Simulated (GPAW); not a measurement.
# GaN (P6_3mc) in GPAW: further runs

The runs below take GaN through single point, with LDA, PBE.

All numbers are computed with GPAW 26.7.0; they aren't measurements. Logs are shortened: lines on timing, memory, paths and dates and some standing lists are left out, and cuts for length are marked. The log counts tension as positive stress, the text compression.

**Measured values to compare with.**

“Studying electronic properties in GaN without electrical contacts using γ-γ vs e−-γ Perturbed Angular Correlations”, 2019, pmc:6823545 quotes, for a bulk crystal of GaN: band gap 3.503 ± 0.005 eV (direct).

How close the calculation comes is told below.

## Step 1: The structure

It takes space group P6_3mc (No. 186, hexagonal). The conventional cell has a = 3.180 Å, b = 3.180 Å, c = 5.166 Å, α = 90.00°, β = 90.00°, γ = 120.00°. Ga (site symmetry 3m) is surrounded by 4 N at 1.94 to 1.95 Å. N (site symmetry 3m) has 4 Ga at 1.94 to 1.95 Å as nearest neighbours.

## Step 2: Single point, LDA

The input, run.py:

```python
from ase.dft.bandgap import bandgap
from ase.io import read, write
from ase.units import GPa
from gpaw import GPAW, PW

atoms = read('GaN.xyz')

calc = GPAW(mode=PW(650),
            xc='LDA',
            kpts={'size': (8, 8, 4), 'gamma': True},
            occupations={'name': 'fermi-dirac', 'width': 0.05},
            nbands=18,
            maxiter=120,
            txt='gpaw.txt')
atoms.calc = calc
energy = atoms.get_potential_energy()
forces = atoms.get_forces()
stress = atoms.get_stress()
calc.write('gs.gpw')
write('result.traj', atoms)
print(f'Energy: {energy:.6f} eV')
print('Forces (eV/A):')
print(forces.round(4))
print('Stress (GPa):', (stress / GPa).round(3))
print('Fermi level:', round(calc.get_fermi_level(), 4), 'eV')
print(f'Gap: {bandgap(calc)[0]:.4f} eV, direct: {bandgap(calc, direct=True)[0]:.4f} eV')
```

The input, GaN.xyz:

```xyz
4
Lattice="3.1800000000 0.0000000000 0.0000000000 -1.5900000000 2.7539607840 0.0000000000 0.0000000000 0.0000000000 5.1660000000" Properties=species:S:1:pos:R:3 pbc="T T T"
Ga     1.5900000002      0.9179869279      2.5830000000
Ga    -0.0000000002      1.8359738561      0.0000000000
N      1.5900000002      0.9179869279      4.5202500000
N     -0.0000000002      1.8359738561      1.9372500000
```

Potentials or basis: the program's PAW data sets (release 1.2.1) made for this functional, pw.

The run is started by

```sh
$ OMP_NUM_THREADS=1 python run.py
```

gpaw.txt:

```text
__  _  _
 | _ |_)|_||  |
 |__||  | ||/\| - 26.7.0

Input parameters:
  mode=PW(ecut=650.0),
  kpts=MonkhorstPack(size=(8, 8, 4), gamma=True),
  maxiter=120,
  nbands=18,
  occupations=Occupations(name='fermi-dirac', width=0.05),
  xc=XC(name='LDA')

Diagonalizing LCAO Hamiltonian
Converting LCAO to pw mode

           N

           Ga
        N

        Ga

Atoms  # Å, Bohr magnetons
|   | symbol |         x |        y |        z |    initial magnetic moments |
|---|--------|-----------|----------|----------|-----------------------------|
| 0 |     Ga |  1.590000 | 0.917987 | 2.583000 | ( 0.0000,  0.0000,  0.0000) |
| 1 |     Ga | -0.000000 | 1.835974 | 0.000000 | ( 0.0000,  0.0000,  0.0000) |
| 2 |      N |  1.590000 | 0.917987 | 4.520250 | ( 0.0000,  0.0000,  0.0000) |
| 3 |      N | -0.000000 | 1.835974 | 1.937250 | ( 0.0000,  0.0000,  0.0000) |

Unit cell  # Å
| periodic |         x |        y |        z |  lengths |     angles |
|----------|-----------|----------|----------|----------|------------|
|      yes |  3.180000 | 0.000000 | 0.000000 | 3.180000 |  90.000000 |
|      yes | -1.590000 | 2.753961 | 0.000000 | 3.180000 |  90.000000 |
|      yes |  0.000000 | 0.000000 | 5.166000 | 5.166000 | 120.000000 |

Number of symmetries: 6
Symmetry operations  # r_c * U_cc + t_c -> r_c
|   | kind |            matrix            |
|---|------|------------------------------|
| 0 |  σ   |  1, 1, 0,  0,-1, 0,  0, 0, 1 |
| 1 |  E   |  1, 0, 0,  0, 1, 0,  0, 0, 1 |
| 2 |  C3  |  0, 1, 0, -1,-1, 0,  0, 0, 1 |
| 3 |  σ   |  0,-1, 0, -1, 0, 0,  0, 0, 1 |
| 4 |  σ   | -1, 0, 0,  1, 1, 0,  0, 0, 1 |
| 5 |  C3  | -1,-1, 0,  1, 0, 0,  0, 0, 1 |

BZ-sampling:
  Number of BZ points: 256
  Number of IBZ points: 35

  Monkhorst-Pack size: [8, 8, 4]
  Monkhorst-Pack shift: [0.0625, 0.0625, 0.125]

K-points  # in reciprocal-cell coordinates
|     |                                coordinates |     weight |
|-----|--------------------------------------------|------------|
|   0 | (  0.00000000,   0.00000000,   0.00000000) | 0.00390625 |
|   1 | (  0.00000000,   0.00000000,   0.25000000) | 0.00781250 |
|   2 | (  0.00000000,   0.00000000,   0.50000000) | 0.00390625 |
|   3 | (  0.12500000,   0.00000000,  -0.25000000) | 0.02343750 |
|   4 | (  0.12500000,   0.00000000,   0.00000000) | 0.02343750 |
|   5 | (  0.12500000,   0.00000000,   0.25000000) | 0.02343750 |
|   6 | (  0.12500000,   0.00000000,   0.50000000) | 0.02343750 |
|   7 | (  0.25000000,  -0.12500000,   0.00000000) | 0.02343750 |
|   8 | (  0.25000000,  -0.12500000,   0.25000000) | 0.04687500 |
|   9 | (  0.25000000,  -0.12500000,   0.50000000) | 0.02343750 |
| ... |                                            |            |
|  34 | (  0.50000000,   0.50000000,   0.50000000) | 0.01171875 |

Plane wave coefficients: 1737
Cutoff: 650.0 eV

Spin-components: 1 (collinear spins)
Bands:           18
Projectors:      20
Spin-degeneracy: 2
Datatype:        complex128

Parallelization:
  kpt:    1
  domain: 1
  band:   1

Density:
  Valence electrons: 16.0
  Components: 1
  Grid points: [20 20 32]
  Charge: 0.0  # |e|

Potential:
  Grid points: [20 20 32]

species:
  Ga:
    name:    Gallium
    Z:       31.0
    valence: 3
    core:    28
    charge:  0.0  # [|e|]
    compensation charges:
      type: gauss
      rc: 0.37  # [Å]
      lmax: 2
    cutoffs:
      filter: 2.06  # [Å]
      core: 4.17  # [Å]
    projectors
    | kind |    occ | energy [eV] | rcut [Å] |
    |------|--------|-------------|----------|
    |   4s |  2.000 |      -9.167 |    1.164 |
    |   4p |  1.000 |      -2.734 |    1.164 |
    |    s |        |      18.045 |    1.164 |
    |    p |        |      24.478 |    1.164 |
    |    d |        |       0.000 |    1.164 |

    Using partial waves for Ga as LCAO basis

  N:
    name:    Nitrogen
    Z:       7.0
    valence: 5
    core:    2
    charge:  0.0  # [|e|]
    compensation charges:
      type: gauss
      rc: 0.18  # [Å]
      lmax: 2
    cutoffs:
      filter: 1.11  # [Å]
      core: 0.96  # [Å]
    projectors
    | kind |    occ | energy [eV] | rcut [Å] |
    |------|--------|-------------|----------|
    |   2s |  2.000 |     -18.420 |    0.603 |
    |   2p |  3.000 |      -7.237 |    0.529 |
    |    s |        |       8.791 |    0.603 |
    |    p |        |      19.974 |    0.529 |
    |    d |        |       0.000 |    0.577 |

    Using partial waves for N as LCAO basis

Reference energy: -108557.861093  # eV

eigensolver:
  PPCG
  Converge bands: occupied
  niter=2

density mixing:
  MSR1-Mixer
  Pratt-step length: 0.05
  Maximum mixing coefficient: 0.75
  Old densities: 10
  SVD Regularization: 0.005
  Good broyden scale: 1.0
  Trust region scale: 1.0
  Backstep threshold: 4.0
  History deletion threshold: 6.0
  Fourier metric: weight=20.0, sigma=0.015

occupation numbers:
  Fermi-Dirac:
    width: 0.0500  # eV

poisson solver:
  ecut: 5200.0  # eV

xc functional:
  name: None

convergence criteria:
- Maximum [total energy] change in last 3 cyles: 0.0005 eV / valence electron
- Maximum integral of absolute [dens]ity change: 0.0001 electrons / valence electron
- Maximum integral of absolute [eigenst]ate change: 4e-08 eV^2 / valence electron
maximum number of iterations: 120

SCF iterations
|iter     | |      energy | eigst |  dens |
|---------|-|-------------|-------|-------|
|iter:   1| |  -31.172553 | -0.28 |       |
|iter:   2| |  -30.230253 | -1.88 | -0.57 |
|iter:   3| |  -27.648109 | -0.58 | -0.63 |
|iter:   4| |  -27.620099 | -2.91 | -1.31 |
|iter:   5| |  -27.610633 | -3.42 | -1.59 |
|iter:   6| |  -27.610611 | -5.55 | -2.85 |
|iter:   7| |  -27.610616c| -6.39 | -3.24 |
|iter:   8| |  -27.610616c| -7.80c| -4.24c|

Converged in 8 steps
Energy contributions relative to reference atoms: (reference = -108557.861093)

Energy contributions:
  Kinetic:          69.143982
  Coulomb:         -60.712008
  Zero:              0.165989
  External:          0.000000
  Xc:              -36.208578
  Entropy:          -0.000000
  Spinorbit:         0.000000
  ----------------------------
  Free energy:     -27.610616
  Extrapolated:    -27.610616

dipole moment: (-0.000038, -0.000032, -11.633745)  # |e|*Ang

Fermi level: 7.192
Eigenvalues  # (at kpt = [0.000, 0.000, 0.000])
| band index |      eig [eV] | occ [0-2] |
|------------|---------------|-----------|
|          0 |        -9.691 |     2.000 |
|          1 |        -7.224 |     2.000 |
|          2 |        -0.985 |     2.000 |
|          3 |         5.123 |     2.000 |
|          4 |         5.123 |     2.000 |
|          5 |         6.128 |     2.000 |
|          6 |         6.191 |     2.000 |
|          7 |         6.191 |     2.000 |
|          8 |         8.298 |     0.000 |
|          9 |        10.510 |     0.000 |
|         10 |        15.424 |     0.000 |
|         11 |        16.020 |     0.000 |
|         12 |        16.020 |     0.000 |
|         13 |        16.952 |     0.000 |
|         14 |        17.885 |     0.000 |
|         15 |        17.885 |     0.000 |
|        ... |               |           |
|         17 |        21.435 |     0.000 |

Gap: 2.107 eV
Transition (v -> c):
  (s=0, k=0, n=7, [0.00, 0.00, 0.00]) -> (s=0, k=0, n=8, [0.00, 0.00, 0.00])
No difference between direct/indirect transitions

Forces  # eV/Ang
|        x |        y |        z |
|----------|----------|----------|
| -0.00000 | -0.00000 | -0.16894 |  # Ga   0
| -0.00000 |  0.00000 | -0.16888 |  # Ga   1
|  0.00000 |  0.00000 |  0.16886 |  # N    2
|  0.00000 |  0.00000 |  0.16881 |  # N    3

Stress tensor  # eV/Ang^3
|         x |        y |         z |
|-----------|----------|-----------|
|  0.004147 | 0.000000 | -0.000000 |
|  0.000000 | 0.004147 |  0.000000 |
| -0.000000 | 0.000000 | -0.009836 |

# Writing to gs.gpw (mode='')
```

Run time: 11 s. Hardware: 1 thread of Intel Xeon at 2.60GHz (Ice Lake), shared host; peak memory 0.17 GiB.

Results:

```yaml
Free_energy: -27.6106 eV
Pressure: 0.1 GPa
Largest_force: 0.169 eV/Å
Band_gap_on_the_k_mesh: 2.11 eV, direct
```

Forces in eV/Å, atoms in the order of the input:
```
Ga   0.000  0.000 -0.169
Ga   0.000  0.000 -0.169
N    0.000  0.000  0.169
N    0.000  0.000  0.169
```

Stress tensor (GPa, compression positive):
```
-0.66  0.00  0.00
 0.00 -0.66  0.00
 0.00  0.00  1.58
```

Caveat: the cutoff is short for stress and forces, so pressures can be off by a GPa or more.

## Step 3: Single point, PBE

run.py: that of step 2 with these lines changed.

```diff
@@ -7,4 +7,4 @@
 
-calc = GPAW(mode=PW(650),
-            xc='LDA',
+calc = GPAW(mode=PW(600),
+            xc='PBE',
             kpts={'size': (8, 8, 4), 'gamma': True},
```

GaN.xyz is that of step 2.

Potentials or basis: GPAW PAW data sets (gpaw-data 1.2.1), pw.

The run is started by

```sh
$ OMP_NUM_THREADS=1 python run.py
```

Wall time 13 s (1 thread of AMD EPYC 7B13 (Zen 3), shared host); peak memory 0.16 GiB.

Results (log left out):

| Property | Result |
| --- | --- |
| Free energy | -23.8198 eV |
| Pressure | 9.7 GPa |
| Largest force | 0.181 eV/Å |
| Band gap on the k mesh | 2.05 eV, direct |

Forces on the atoms (eV/Å):
```
Ga   0.000  0.000 -0.181
Ga   0.000  0.000 -0.181
N    0.000  0.000  0.176
N    0.000  0.000  0.177
```

Stress tensor (GPa, compression positive):
```
 8.97  0.00  0.00
 0.00  8.97  0.00
 0.00  0.00 11.21
```

Levels at points of the mesh, in eV from the valence-band top:
```csv
k point,band 4,band 5,band 6,band 7,band 8,band 9,band 10,band 11,band 12,band 13
"(0.00, 0.00, 0.00)",-1.06,-1.06,-0.07,0.00,0.00,2.05,4.39,9.36,10.00,10.00
"(0.00, 0.00, 0.50)",-3.98,-0.55,-0.55,-0.55,-0.55,4.38,4.38,8.64,8.64,10.51
"(0.50, 0.50, 0.00)",-5.30,-4.26,-2.74,-2.29,-0.98,5.14,5.70,6.16,8.80,10.43
"(0.50, 0.50, 0.50)",-6.66,-1.95,-1.95,-1.92,-1.92,4.49,4.49,7.93,7.93,10.12
```

Caveat: the cutoff is short for stress and forces, so pressures can be off by a GPa or more.

## Step 4: How close it comes

Step 2. Against the measured gap of GaN, 3.503 eV (direct; quoted in “Studying electronic properties in GaN without electrical contacts using γ-γ vs e−-γ Perturbed Angular Correlations”, 2019, pmc:6823545), the calculated 2.11 eV is off by -1.40 eV. Spin-orbit coupling on Ga is left out. The value is that of LDA, without temperature or zero-point motion. Semilocal functionals fall short of measured gaps as a rule.

Step 3. Against the measured gap of GaN, 3.503 eV (direct; quoted in “Studying electronic properties in GaN without electrical contacts using γ-γ vs e−-γ Perturbed Angular Correlations”, 2019, pmc:6823545), the calculated 2.05 eV is off by -1.45 eV. Spin-orbit coupling on Ga is left out. The value is that of PBE, without temperature or zero-point motion. Semilocal functionals fall short of measured gaps as a rule.
